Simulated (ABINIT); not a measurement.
# Al2Pt (Fm-3m) in ABINIT: reference runs

How does Al2Pt come out in PBEsol? The cell is run as given and disturbed.

All numbers are computed with ABINIT 10.8.3 (patched build); they aren't measurements. Logs are shortened: lines on timing, memory, paths and dates and some standing lists are left out, and cuts for length are marked. The log counts tension as positive stress, the text compression.

### Step 1. The crystal as given

It takes space group Fm-3m (No. 225, cubic). Conventional cell: a = 5.910 Å, b = 5.910 Å, c = 5.910 Å, α = 90.00°, β = 90.00°, γ = 90.00°. Around Pt (site symmetry m-3m) lie 8 Al at 2.56 Å. Around Al (site symmetry -43m) lie 4 Pt at 2.56 Å.

### Step 2. Single point, PBEsol

run.abi reads:

```
# Pseudopotentials
pp_dirpath "./"
pseudos "Pt.upf, Al.upf"

# Structure
acell 3*1.0 Angstrom
rprim
     0.0000000000     2.9550000000     2.9550000000
     2.9550000000     0.0000000000     2.9550000000
     2.9550000000     2.9550000000     0.0000000000
ntypat 2
znucl 78 13
natom 3
typat 1 2 2
xred
     0.0000000000     0.0000000000     0.0000000000
     0.7500000000     0.7500000000     0.7500000000
     0.2500000000     0.2500000000     0.2500000000

# Plane-wave basis
ecut 42.0

# k points
kptopt 1
ngkpt 8 8 8
nshiftk 1
shiftk 0.0 0.0 0.0

# Exchange and correlation
ixc -116133

# Bands and occupations
nband 16
occopt 3
tsmear 0.00183747

# SCF cycle
nstep 100
tolvrs 1.0e-10

# Output
iomode 3
prtwf 0
prtden 0
prteig 0
prtebands 0
```

Potentials or basis: PseudoDojo NC SR PBEsol v0.4.1 standard.

On the command line:

```bash
abinit run.abi > log 2>&1
```

run.abo:

```text
.Version 10.8.3 of ABINIT
 Symmetries : space group Fm -3 m (#225); Bravais cF (face-center cubic)
================================================================================
 Values of the parameters that define the memory need of the present run
     intxc =       0    ionmov =       0      iscf =       7    lmnmax =       8
     lnmax =       8     mgfft =      48  mpssoang =       4    mqgrid =    3001
     natom =       3  nloc_mem =       1    nspden =       1   nspinor =       1
    nsppol =       1      nsym =      48    n1xccc =    2501    ntypat =       2
    occopt =       3   xclevel =       2
       mpw =        4556          nfft =      110592          nkpt =          29
================================================================================
================================================================================

--------------------------------------------------------------------------------
------------- Echo of variables that govern the present computation ------------
--------------------------------------------------------------------------------
 -outvars: echo values of preprocessed input variables --------
            acell      1.8897261259E+00  1.8897261259E+00  1.8897261259E+00 Bohr
              amu      1.95080000E+02  2.69815390E+01
             ecut      4.20000000E+01 Hartree
              ixc     -116133
         kptrlatt        8    0    0      0    8    0      0    0    8
          kptrlen      6.31773401E+01
            natom           3
            nband          16
            ngfft          48      48      48
             nkpt          29
            nstep         100
             nsym          48
           ntypat           2
           occopt           3
           prtden           0
        prtebands           0
           prteig           0
            prtwf           0
            rprim      0.0000000000E+00  2.9550000000E+00  2.9550000000E+00
                       2.9550000000E+00  0.0000000000E+00  2.9550000000E+00
                       2.9550000000E+00  2.9550000000E+00  0.0000000000E+00
          spgroup         225
           tolvrs      1.00000000E-10
           tsmear      1.83747000E-03 Hartree
            typat      1  2  2
           xangst      0.0000000000E+00  0.0000000000E+00  0.0000000000E+00
                       4.4325000000E+00  4.4325000000E+00  4.4325000000E+00
                       1.4775000000E+00  1.4775000000E+00  1.4775000000E+00
            xcart      0.0000000000E+00  0.0000000000E+00  0.0000000000E+00
                       8.3762110531E+00  8.3762110531E+00  8.3762110531E+00
                       2.7920703510E+00  2.7920703510E+00  2.7920703510E+00
             xred      0.0000000000E+00  0.0000000000E+00  0.0000000000E+00
                       7.5000000000E-01  7.5000000000E-01  7.5000000000E-01
                       2.5000000000E-01  2.5000000000E-01  2.5000000000E-01
            znucl       78.00000   13.00000

================================================================================

 chkinp: Checking input parameters for consistency.

================================================================================
== DATASET  1 ==================================================================

--- !DatasetInfo
iteration_state: {dtset: 1, }
dimensions: {natom: 3, nkpt: 29, mband: 16, nsppol: 1, nspinor: 1, nspden: 1, mpw: 4556, }
cutoff_energies: {ecut:  42.0, pawecutdg:  -1.0, }
electrons: {nelect:   2.40000000E+01, charge:   0.00000000E+00, occopt:   3.00000000E+00, tsmear:   1.83747000E-03, }
meta: {optdriver: 0, ionmov: 0, optcell: 0, iscf: 7, paral_kgb: 0, }
...

 Real(R)+Recip(G) space primitive vectors, cartesian coordinates (Bohr,Bohr^-1):
 R(1)=  0.0000000  5.5841407  5.5841407  G(1)= -0.0895393  0.0895393  0.0895393
 R(2)=  5.5841407  0.0000000  5.5841407  G(2)=  0.0895393 -0.0895393  0.0895393
 R(3)=  5.5841407  5.5841407  0.0000000  G(3)=  0.0895393  0.0895393 -0.0895393
 Unit cell volume ucvol=  3.4825636E+02 bohr^3
 Angles (23,13,12)=  6.00000000E+01  6.00000000E+01  6.00000000E+01 degrees

 getcut: wavevector=  0.0000  0.0000  0.0000  ngfft=  48  48  48
         ecut(hartree)=     42.000   => boxcut(ratio)=   2.08344

--- Pseudopotential description ------------------------------------------------
- pspini: atom type   1  psp file is ./Pt.upf
12 -116133 3 -1 1358                          pspcod,pspxc,lmax,lloc,mmax
     nproj     2     2     2     2

- pspini: atom type   2  psp file is ./Al.upf
12 -116133 2 -1 1876                          pspcod,pspxc,lmax,lloc,mmax
     nproj     2     2     2     0

   6.69840415E+02                                ecore*ucvol(ha*bohr**3)
--------------------------------------------------------------------------------

================================================================================

--- !BeginCycle
iteration_state: {dtset: 1, }
solver: {iscf: 7, nstep: 100, nline: 4, wfoptalg: 0, }
tolerances: {tolvrs: 1.00E-10, }
...

     iter   Etot(hartree)      deltaE(h)  residm     vres2
 ETOT  1  -135.11453091745    -1.351E+02 1.201E-01 4.483E+02
 ETOT  2  -135.15069375326    -3.616E-02 1.015E-01 1.104E+03
 ETOT  3  -135.28980778438    -1.391E-01 2.094E-02 1.672E+01
 ETOT  4  -135.29176890270    -1.961E-03 1.034E-02 1.528E-01
 ETOT  5  -135.29178196517    -1.306E-05 1.779E-03 5.457E-02
 ETOT  6  -135.29178827581    -6.311E-06 2.267E-03 1.028E-04
 ETOT  7  -135.29178828716    -1.135E-08 1.010E-03 4.280E-06
 ETOT  8  -135.29178828768    -5.184E-10 1.281E-03 2.918E-07
 ETOT  9  -135.29178828771    -3.374E-11 4.990E-04 1.023E-08
 ETOT 10  -135.29178828772    -5.258E-12 5.676E-04 1.308E-11

 At SCF step   10       vres2   =  1.31E-11 < tolvrs=  1.00E-10 =>converged.

 Cartesian components of stress tensor (hartree/bohr^3)
  sigma(1 1)=  3.47593129E-05  sigma(3 2)=  0.00000000E+00
  sigma(2 2)=  3.47593129E-05  sigma(3 1)=  0.00000000E+00
  sigma(3 3)=  3.47593129E-05  sigma(2 1)=  0.00000000E+00

--- !ResultsGS
iteration_state: {dtset: 1, }
comment   : Summary of ground state results
lattice_vectors:
- [  0.0000000,   5.5841407,   5.5841407, ]
- [  5.5841407,   0.0000000,   5.5841407, ]
- [  5.5841407,   5.5841407,   0.0000000, ]
lattice_lengths: [   7.89717,    7.89717,    7.89717, ]
lattice_angles: [ 60.000,  60.000,  60.000, ] # degrees, (23, 13, 12)
lattice_volume:   3.4825636E+02
convergence: {deltae: -5.258E-12, res2:  1.308E-11, residm:  5.676E-04, diffor: null, }
etotal    :  -1.35291788E+02
entropy   :   0.00000000E+00
fermie    :   3.34757807E-01
cartesian_stress_tensor: # hartree/bohr^3
- [  3.47593129E-05,   0.00000000E+00,   0.00000000E+00, ]
- [  0.00000000E+00,   3.47593129E-05,   0.00000000E+00, ]
- [  0.00000000E+00,   0.00000000E+00,   3.47593129E-05, ]
pressure_GPa:  -1.0227E+00
xred      :
- [  0.0000E+00,   0.0000E+00,   0.0000E+00, Pt]
- [  7.5000E-01,   7.5000E-01,   7.5000E-01, Al]
- [  2.5000E-01,   2.5000E-01,   2.5000E-01, Al]
cartesian_forces: # hartree/bohr
- [  2.51143276E-31,   7.29842950E-48,  -2.51143276E-31, ]
- [  1.56964547E-31,  -9.41787283E-32,  -1.56964547E-31, ]
- [ -4.08107823E-31,   9.41787283E-32,   4.08107823E-31, ]
force_length_stats: {min:   2.41133513E-31, max:   5.84785108E-31, mean:   3.93696283E-31, }
...

 Integrated electronic density in atomic spheres:
 ------------------------------------------------
 Atom  Sphere_radius  Integrated_density
    1        2.00000         14.56120056
    2        2.00000          0.89572574
    3        2.00000          0.89572574
================================================================================

 ----iterations are completed or convergence reached----

 Mean square residual over all n,k,spin=   34.078E-07; max=  56.761E-05
 reduced coordinates (array xred) for    3 atoms
       0.000000000000      0.000000000000      0.000000000000
       0.750000000000      0.750000000000      0.750000000000
       0.250000000000      0.250000000000      0.250000000000
 rms dE/dt=  1.7877E-30; max dE/dt=  3.1554E-30; dE/dt below (all hartree)
    1       0.000000000000      0.000000000000      0.000000000000
    2       0.000000000000      0.000000000000      0.000000000000
    3      -0.000000000000      0.000000000000      0.000000000000

 cartesian coordinates (angstrom) at end:
    1      0.00000000000000     0.00000000000000     0.00000000000000
    2      4.43250000000000     4.43250000000000     4.43250000000000
    3      1.47750000000000     1.47750000000000     1.47750000000000

 cartesian forces (hartree/bohr) at end:
    1      0.00000000000000     0.00000000000000    -0.00000000000000
    2      0.00000000000000    -0.00000000000000    -0.00000000000000
    3     -0.00000000000000     0.00000000000000     0.00000000000000
 frms,max,avg= 2.4181372E-31 4.0810782E-31   0.000E+00  0.000E+00  0.000E+00 h/b

 cartesian forces (eV/Angstrom) at end:
    1      0.00000000000000     0.00000000000000    -0.00000000000000
    2      0.00000000000000    -0.00000000000000    -0.00000000000000
    3     -0.00000000000000     0.00000000000000     0.00000000000000
 frms,max,avg= 1.2434562E-29 2.0985748E-29   0.000E+00  0.000E+00  0.000E+00 e/A
 length scales=  1.889726125908  1.889726125908  1.889726125908 bohr
              =  1.000000000000  1.000000000000  1.000000000000 angstroms
 Fermi (or HOMO) energy (hartree) =   0.33476   Average Vxc (hartree)=  -0.40171
 Eigenvalues (hartree) for nkpt=  29  k points:
 kpt#   1, nband= 16, wtk=  0.00195, kpt=  0.0000  0.0000  0.0000 (reduced coord)
  -3.30266   -1.61678   -1.61678   -1.61678   -0.04024    0.15017    0.15017    0.15017
   0.20019    0.20019    0.44526    0.47579    0.47579    0.47579    0.53509    0.53509
      occupation numbers for kpt#   1
   2.00000    2.00000    2.00000    2.00000    2.00000    2.00000    2.00000    2.00000
   2.00000    2.00000    0.00000    0.00000    0.00000    0.00000    0.00000    0.00000
 prteigrs : prtvol=0 or 1, do not print more k-points.

--- !EnergyTerms
iteration_state     : {dtset: 1, }
comment             : Components of total free energy in Hartree
kinetic             :  3.89378632799940E+01
hartree             :  3.83585883422414E+01
xc                  : -2.58426455312258E+01
Ewald energy        : -7.88329075479523E+01
psp_core            :  1.92341187815703E+00
local_psp           : -1.18593333666678E+02
non_local_psp       :  8.75769037452327E+00
internal            : -1.35291332870940E+02
'-kT*entropy'       : -4.55416777607632E-04
total_energy        : -1.35291788287718E+02
total_energy_eV     : -3.68147710700658E+03
band_energy         : -1.34398806507185E+01
...

 Cartesian components of stress tensor (hartree/bohr^3)
  sigma(1 1)=  3.47593129E-05  sigma(3 2)=  0.00000000E+00
  sigma(2 2)=  3.47593129E-05  sigma(3 1)=  0.00000000E+00
  sigma(3 3)=  3.47593129E-05  sigma(2 1)=  0.00000000E+00

-Cartesian components of stress tensor (GPa)         [Pressure= -1.0227E+00 GPa]
- sigma(1 1)=  1.02265429E+00  sigma(3 2)=  0.00000000E+00
- sigma(2 2)=  1.02265429E+00  sigma(3 1)=  0.00000000E+00
- sigma(3 3)=  1.02265429E+00  sigma(2 1)=  0.00000000E+00

== END DATASET(S) ==============================================================
================================================================================

 -outvars: echo values of variables after computation  --------
            acell      1.8897261259E+00  1.8897261259E+00  1.8897261259E+00 Bohr
           etotal     -1.3529178829E+02
            fcart      2.5114327555E-31  7.2984295017E-48 -2.5114327555E-31
                       1.5696454722E-31 -9.4178728332E-32 -1.5696454722E-31
                      -4.0810782277E-31  9.4178728332E-32  4.0810782277E-31
            rprim      0.0000000000E+00  2.9550000000E+00  2.9550000000E+00
                       2.9550000000E+00  0.0000000000E+00  2.9550000000E+00
                       2.9550000000E+00  2.9550000000E+00  0.0000000000E+00
           strten      3.4759312908E-05  3.4759312908E-05  3.4759312908E-05
                       0.0000000000E+00  0.0000000000E+00  0.0000000000E+00
           xangst      0.0000000000E+00  0.0000000000E+00  0.0000000000E+00
                       4.4325000000E+00  4.4325000000E+00  4.4325000000E+00
                       1.4775000000E+00  1.4775000000E+00  1.4775000000E+00
             xred      0.0000000000E+00  0.0000000000E+00  0.0000000000E+00
                       7.5000000000E-01  7.5000000000E-01  7.5000000000E-01
                       2.5000000000E-01  2.5000000000E-01  2.5000000000E-01
 Calculation completed.
```

Wall time 90 s (1 thread of Arm Neoverse V1, shared host); peak memory 0.11 GiB.

Results:

* Free energy: -3681.4771 eV
* Pressure: -1.0 GPa
* Band gap on the k mesh: none (metal or under the smearing width)
* Valence electrons inside the program's atomic spheres: Pt 14.56; Al 0.90

Levels at points of the mesh, in eV from the Fermi level:
```tsv
k point	band 8	band 9	band 10	band 11	band 12	band 13	band 14	band 15	band 16
(0.00, 0.00, 0.00)	-5.02	-3.66	-3.66	3.01	3.84	3.84	3.84	5.45	5.45
(0.50, 0.00, 0.00)	-4.70	-3.68	-3.44	-3.44	1.05	1.05	3.76	5.18	5.19
(0.50, 0.50, 0.00)	-3.75	-3.75	-3.39	-3.16	-1.58	-1.58	3.19	3.36	8.12
```

The run has no spin-orbit coupling, so splittings on Pt are missing.

### Step 3. Equation of state, PBEsol

run.abi reads:

```
# Datasets: one volume each
ndtset 7
getwfk -1
scalecart1 3*0.9795861087
scalecart2 3*0.9864848297
scalecart3 3*0.9932883884
scalecart4 3*1.0000000000
scalecart5 3*1.0066227096
scalecart6 3*1.0131594038
scalecart7 3*1.0196128224

# Pseudopotentials
pp_dirpath "./"
pseudos "Pt.upf, Al.upf"

# Structure
acell 7.8971675097 7.8971675097 7.8971675097
rprim
     0.0000000000     0.7071067812     0.7071067812
     0.7071067812     0.0000000000     0.7071067812
     0.7071067812     0.7071067812     0.0000000000
ntypat 2
znucl 78 13
natom 3
typat 1 2 2
xred
     0.0000000000     0.0000000000     0.0000000000
     0.7500000000     0.7500000000     0.7500000000
     0.2500000000     0.2500000000     0.2500000000

# Plane-wave basis
ecut 42.0

# k points
kptopt 1
ngkpt 8 8 8
nshiftk 1
shiftk 0.0 0.0 0.0

# Exchange and correlation
ixc -116133

# Bands and occupations
nband 16
occopt 3
tsmear 0.05 eV

# SCF cycle
nstep 100
tolvrs 1.0e-10

# Output
iomode 3
prtwf 1
prtden 0
prteig 0
prtebands 0
enunit 2
```

Potentials or basis: PseudoDojo NC SR PBEsol v0.4.1 standard.

On the command line:

```bash
abinit run.abi > log 2>&1
```

It took 9.6 min on 1 thread of Arm Neoverse V1, shared host; peak memory 0.15 GiB.

Results (log left out):

* Equilibrium volume: 17.08 Å³/atom
* Bulk modulus: 139 GPa
* Pressure derivative of the bulk modulus: 4.4

Energy against volume, from the lowest point:
| volume (Å³/atom) | energy (meV/atom) |
| --- | --- |
| 16.170 | 22.58 |
| 16.514 | 8.11 |
| 16.858 | 0.83 |
| 17.202 | 0.00 |
| 17.546 | 4.95 |
| 17.890 | 15.09 |
| 18.234 | 29.86 |

Caveat: pressures at fixed basis lie under the slope of the energies.

### Step 4. Single point, PBEsol (atoms moved at random, drawn with an rms of 0.05 Å)

run.abi reads:

```
# Pseudopotentials
pp_dirpath "./"
pseudos "Pt.upf, Al.upf"

# Structure
acell 3*1.0 Angstrom
rprim
     0.0000000000     2.9550000000     2.9550000000
     2.9550000000     0.0000000000     2.9550000000
     2.9550000000     2.9550000000     0.0000000000
ntypat 2
znucl 78 13
natom 3
typat 1 2 2
xred
     0.0117280000    -0.0150500000    -0.0056400000
     0.7540240000     0.7533590000     0.7435730000
     0.2510320000     0.2488130000     0.2564700000
chkprim 0
chksymtnons 0
tolsym 1.0e-6

# Plane-wave basis
ecut 42.0

# k points
kptopt 1
ngkpt 8 8 8
nshiftk 1
shiftk 0.0 0.0 0.0

# Exchange and correlation
ixc -116133

# Bands and occupations
nband 16
occopt 3
tsmear 0.00183747

# SCF cycle
nstep 100
tolvrs 1.0e-10

# Output
iomode 3
prtwf 0
prtden 0
prteig 0
prtebands 0
enunit 2
```

On the command line:

```bash
abinit run.abi > log 2>&1
```

It took 14 min on 1 thread of Arm Neoverse V1, shared host; peak memory 0.37 GiB.

Results (log left out):

```yaml
Free_energy: -3681.4535 eV
Pressure: -0.7 GPa
Largest_force: 0.570 eV/Å
Band_gap_on_the_k_mesh: none (metal or under the smearing width)
Valence_electrons_inside_the_program's_atomic_spheres: Pt 14.57; Al 0.90
```

Forces on the atoms (eV/Å):
```
Pt   0.544 -0.076  0.153
Al  -0.162  0.143 -0.163
Al  -0.382 -0.066  0.010
```

Stress tensor (GPa, compression positive):
```
-0.86  0.49 -0.60
 0.49 -0.68 -0.64
-0.60 -0.64 -0.71
```

Levels at points of the mesh, in eV from the Fermi level:
```tsv
k point	band 9	band 10	band 11	band 12	band 13	band 14	band 15	band 16
(0.00, 0.00, 0.00)	-3.67	-3.67	2.99	3.78	3.84	3.85	5.45	5.46
(0.50, 0.00, 0.00)	-3.67	-3.46	-3.43	0.99	1.14	3.72	5.15	5.25
(0.00, 0.50, 0.00)	-3.67	-3.46	-3.43	1.00	1.14	3.73	5.12	5.32
(0.50, 0.50, 0.00)	-3.75	-3.41	-3.17	-1.58	-1.56	3.18	3.35	8.12
(0.00, 0.00, 0.50)	-3.77	-3.47	-3.47	1.00	1.02	3.77	5.21	5.24
(0.50, 0.00, 0.50)	-3.74	-3.41	-3.17	-1.58	-1.56	3.18	3.35	8.12
(0.00, 0.50, 0.50)	-3.74	-3.39	-3.18	-1.57	-1.57	3.18	3.35	8.13
(0.50, 0.50, 0.50)	-3.66	-3.46	-3.43	1.00	1.15	3.72	5.14	5.33
```

The run has no spin-orbit coupling, so splittings on Pt are missing.

### Step 5. Overview

```tsv
task	cell	gap on the mesh (eV)	pressure (GPa)
single point	as given	none	-1.0
equation of state	as given	-	-
single point	atoms moved at random, drawn with an rms of 0.05 Å	none	-0.7
```

Alike in all rows: level PBEsol; potentials or basis PseudoDojo NC SR PBEsol v0.4.1 standard; no spin polarisation; k mesh 8 × 8 × 8; cutoff (eV) 1143; smearing fermi-dirac 0.05 eV.

Caveats: pressures at fixed basis lie under the slope of the energies (some runs).

Absolute energies hang on the potentials; compare differences alone.
